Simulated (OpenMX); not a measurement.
Crystal: B.

```
B
1.0
     1.88524    0.00000    0.00000
     0.00000    1.88524    0.00000
     0.00000    0.00000    1.88524
B
1
Direct
  0.50000 0.50000 0.50000
```

The cell was built by a generator and needn't be a form met in nature.

Base run:

| Quantity | Value |
| --- | --- |
| Program | OpenMX 3.8.5 |
| Functional | PBE |
| Dispersion | D3(BJ) |
| Potentials or basis | OpenMX 2013 PBE set, B7.0-s2p2d1, grid cutoff 300 Ry |
| k mesh | 11 × 11 × 11 |
| Occupations | fermi-dirac, width 0.05 eV |
| Spin | no spin polarisation |

Its results: band gap on the k mesh none (metal or under the smearing width); pressure -5.5 GPa.

The run is repeated on the same cell with these changes: dispersion from D3(BJ) to D3. What comes out?

Band gap on the k mesh none (metal or under the smearing width); pressure -2.9 GPa.

Caveats: the basis of atomic orbitals isn't converged, which shifts pressures, moduli and gaps; pairwise dispersion overbinds metals, which lowers pressure and volume.

Not every run made on this cell is shown here.
